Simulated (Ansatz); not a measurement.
# Sc2NOF MXene bilayer (AA) in a perpendicular field, part 2 of 2

Wanted: the out-of-plane response of the Sc2NOF MXene bilayer (AA). A positive field points along +c.

Ansatz 0.2.0; plane-wave DFT, LDA, Ansatz PAW.

So far. Step 8 (Atoms held, field -0.25 V/Å): The dipole is -0.215 e·Å, -0.117 e·Å from its value without field, and the gap 3.237 eV.

## Step 9: Response, atoms held (continued)

The induced electron density oscillates, so the rows of the table below give means over windows of 0.5 Å about each position, cut where the curve ends. Its maxima inside the range that stand out by 2 % of the span (Å: e/Å³ per V/Å): 8.36: 0.00313, 9.10: 0.00159, 10.15: 0.00172, 11.19: 1.7e-4, 12.69: 0.00137, 13.58: -9.9e-4, 14.78: 9.0e-4, 15.37: 0.00125, 16.42: 0.00165, 17.46: 1.7e-4, 18.80: 0.00143, 19.70: -0.00130. Its minima: 8.81: 0.00105, 9.55: 3.7e-4, 10.89: -1.8e-4, 11.79: -0.00151, 13.28: -0.00198, 14.03: -0.00173, 15.07: 7.3e-5, 15.82: 5.3e-4, 17.16: -2.4e-4, 18.06: -0.00153, 19.55: -0.00175, 20.30: -0.00351.

Electrons, planar mean, per unit field. Induced electron density against z; means over each step:

z (Å), induced electron density (e/Å³ per V/Å) and a bar from the least value:
```
      4.5    0.00000 #################
      5.0    0.00000 #################
      5.5    0.00000 #################
      6.0    0.00002 #################
      6.5    0.00006 #################
      7.0    0.00024 ##################
      7.5    0.00081 #####################
      8.0    0.00214 ############################
      8.5    0.00256 ##############################
      9.0    0.00131 ########################
      9.5    0.00067 ####################
     10.0    0.00144 ########################
     10.5    0.00086 #####################
     11.0   -0.00002 #################
     11.5   -0.00068 #############
     12.0   -0.00088 ############
     12.5    0.00099 ######################
     13.0   -0.00058 ##############
     13.5   -0.00138 ##########
     14.0   -0.00149 #########
     14.5    0.00010 #################
     15.0    0.00048 ###################
     15.5    0.00088 #####################
     16.0    0.00101 ######################
     16.5    0.00137 ########################
     17.0    0.00017 ##################
     17.5   -0.00013 ################
     18.0   -0.00125 ##########
     18.5    0.00021 ##################
     19.0    0.00077 #####################
     19.5   -0.00143 #########
     20.0   -0.00222 #####
     20.5   -0.00322 
     21.0   -0.00182 #######
     21.5   -0.00071 #############
     22.0   -0.00023 ################
     22.5   -0.00006 ################
     23.0   -0.00002 #################
     23.5    0.00000 #################
     24.0    0.00000 #################
```

The smaller of the gaps on the path and on the k-mesh, counted as 0 under 0.03 eV; in a wide-gap layer a fall can come from a state in the tilted vacuum. Table of gap by applied field:

| applied field (V/Å) | gap (eV) |
| --- | --- |
| -0.250 | 3.24 |
| -0.030 | 2.90 |
| 0.000 | 2.85 |
| 0.030 | 2.81 |
| 0.150 | 2.61 |
| 0.250 | 2.44 |

By hand: between -0.03 and 0.03 V/Å the dipole changes by 0.02795 e·Å, a slope of 0.4658 e·Å²/V. A perfect conductor of thickness t has p = ε₀AEt, so t = 180.95 × 0.4658 / 8.862 = 9.51 Å (e/ε₀ = 180.95 V·Å, A in Å²).

The induced dipole is that of a conductor 9.51 Å thick.

## Step 10: The same run with other settings

This step: plane-wave DFT, LDA, Ansatz PAW (Ansatz 0.2.0).

A run with a changed input: it repeats the earlier run at 0.03 V/Å with scf.lower_state_search to standard and kpoints.mp_grid.grid from [18, 18, 1] to [22, 22, 1].

File input.yaml:

```yaml
crystal:
  lattice:
    - [3.1989329309, 0.0, 0.0]
    - [-1.5994664655, 2.7703571832, 0.0]
    - [0.0, 0.0, 28.6548404453]
  atoms:
    - { symbol: F, position: [0.3333333333, 0.6666666667, 0.314083061] }
    - { symbol: Sc, position: [0.6666666667, 0.3333333333, 0.3536303397] }
    - { symbol: "N", position: [0.0, 0.0, 0.389391876] }
    - { symbol: Sc, position: [0.3333333333, 0.6666666667, 0.4436172238] }
    - { symbol: O, position: [0.6666666667, 0.3333333333, 0.4674414943] }
    - { symbol: F, position: [0.3333333333, 0.6666666667, 0.5328478938] }
    - { symbol: Sc, position: [0.6666666667, 0.3333333333, 0.5713191465] }
    - { symbol: "N", position: [0.0, 0.0, 0.6071413539] }
    - { symbol: Sc, position: [0.3333333333, 0.6666666667, 0.6612632872] }
    - { symbol: O, position: [0.6666666667, 0.3333333333, 0.685916939] }
kpoints:
  mp_grid: { grid: [22, 22, 1] }
  band_path:
    path: [[0, 0, 0], [0.5, 0, 0], [0.33333333, 0.33333333, 0], [0, 0, 0]]
    npoints: 16
hamiltonian:
  xc: lda
scf:
  occupations: { method: fermi_dirac, width: 0.02585 }
  convergence: { dr2_threshold: 1.0e-10 }
  lower_state_search: standard
efield:
  axis: 3
  dipole_correction: true
  ramp_position: 0.97
  ramp_width: 0.06
  amplitude: 0.03
output:
  write_potential: true
  write_density: true
  volumetric_format: npy
```

Run with:

```
$ ansatz run input.yaml --threads 4 --pin off --max-ram 6144MiB --backend cpu --events-out ev --progress --plain --runs-dir out
```

The job ended after 48 s (4 threads of Arm Neoverse V1, shared host; peak memory 1 GiB; 3.1 min of CPU time).

Numbers from this step:

| Quantity | Value |
| --- | --- |
| gap on the k-mesh | 2.808 eV |
| dipole along the normal | -0.08417 e·Å |
| gap along the path | 2.806 eV |
| smallest direct gap along the path | 3.021 eV |
| gap, the smaller of path and mesh | 2.806 eV |

The electronic bands at the labelled points (eV, zero at the Fermi level of the run, which the smearing sets inside the gap):

| point | band 37 | band 38 | band 39 | band 40 | band 41 | band 42 | band 43 | band 44 |
| --- | --- | --- | --- | --- | --- | --- | --- | --- |
| Γ | -2.29 | -1.78 | -1.43 | -1.43 | 1.96 | 1.96 | 2.26 | 2.79 |
| halfway | -2.43 | -2.32 | -1.72 | -1.47 | 1.55 | 2.40 | 2.50 | 2.59 |
| M | -2.69 | -2.39 | -1.86 | -1.83 | 1.39 | 2.28 | 3.09 | 3.40 |
| halfway | -2.71 | -2.47 | -2.00 | -1.57 | 1.62 | 2.50 | 2.72 | 3.06 |
| K | -2.46 | -2.39 | -2.33 | -1.46 | 2.11 | 2.21 | 2.63 | 2.99 |
| halfway | -2.54 | -2.35 | -1.77 | -1.48 | 1.79 | 2.05 | 2.63 | 2.86 |
| Γ | -2.29 | -1.78 | -1.43 | -1.43 | 1.96 | 1.96 | 2.26 | 2.79 |

| quantity | this run | earlier run | difference |
| --- | --- | --- | --- |
| dipole along the normal (e·Å) | -0.08417 | -0.08417 | 6.7e-7 |
| gap along the path (eV) | 2.806 | 2.806 | -6.0e-6 |
| smallest direct gap along the path (eV) | 3.021 | 3.021 | -6.0e-6 |
| gap on the k-mesh (eV) | 2.808 | 2.806 | 0.0025 |

Nothing in the table moves by 0.01 in its unit (for the dipole 0.5 % and 5e-5 e·Å).

## Step 11: Varying the input

Another changed input: it repeats the earlier run at 0.03 V/Å with scf.mixing.algorithm to broyden, scf.mixing.beta to 0.05 and scf.mixing.ndim to 8.

Edit input.yaml of step 10 so:

```diff
@@ -17,3 +17,3 @@
 kpoints:
-  mp_grid: { grid: [22, 22, 1] }
+  mp_grid: { grid: [18, 18, 1] }
   band_path:
@@ -26,3 +26,3 @@
   convergence: { dr2_threshold: 1.0e-10 }
-  lower_state_search: standard
+  mixing: { algorithm: broyden, beta: 0.05, ndim: 8 }
 efield:
```

It took 45 s on 4 threads; peak memory 0.87 GiB; 3 min of CPU time.

Numbers from this step:

```
gap on the k-mesh : 2.806 eV
```

Electronic bands along the path, in eV, zero at the Fermi level of the run, which the smearing sets inside the gap:

(Unchanged from step 10.)

| quantity | this run | earlier run | difference |
| --- | --- | --- | --- |
| dipole along the normal (e·Å) | -0.08417 | -0.08417 | 9.8e-7 |
| gap along the path (eV) | 2.806 | 2.806 | -2.0e-6 |
| smallest direct gap along the path (eV) | 3.021 | 3.021 | -1.0e-6 |
| gap on the k-mesh (eV) | 2.806 | 2.806 | -1.5e-6 |

Nothing in the table moves by 0.01 in its unit (for the dipole 0.5 % and 5e-5 e·Å). The run took 35 SCF cycles against 20.

The path shows an indirect gap of 2.81 eV (valence top between K and Γ, conduction bottom at M). The least direct gap is 3.02 eV.

## Step 12: Results

```
gap without field                          : 2.85 eV
ionisation energy, upper face              : 7.86 eV
electron affinity, upper face              : 5.00 eV
step between the vacuum levels             : 2.00 eV
equivalent conductor thickness, atoms held : 9.51 Å
```

In words: The induced dipole equals that of a perfect conductor 9.51 Å thick, while the outer atoms lie 10.65 Å apart; an out-of-plane ε follows only once a thickness t is chosen, by 1 − 1/ε = 9.51 Å / t. The two faces differ: the vacuum level above lies 2.00 eV higher than the one below. The gap goes from 2.85 eV to 3.24 eV at -0.25 V/Å. With the field reversed the gap is 2.44 eV at 0.25 V/Å. Semilocal functionals give gaps that are too small, and excitons are not included. The MXene's terminations sit over the metal atoms of its far layer; the site over carbon or nitrogen, which some compounds prefer, was not run. After relaxation neighbouring layers come as close as 1.9 Å along the normal, so they are bonded in part and no longer a van der Waals stack.

[Logs are printed without paths, hosts, clocks, repeated set-up lines and the standing remarks that a program may print on its own settings, such as how far it seeks lower states.]

[Hosts, paths, dates, database ids (printed as entryN), source tags and the programs' standing remarks are cut or masked in the printed files.]

[Maps of the electrostatic potential energy from Ansatz leave out the sawtooth potential of an applied field or a dipole correction, so their vacuum need not be flat; planar profiles and work functions include it.]
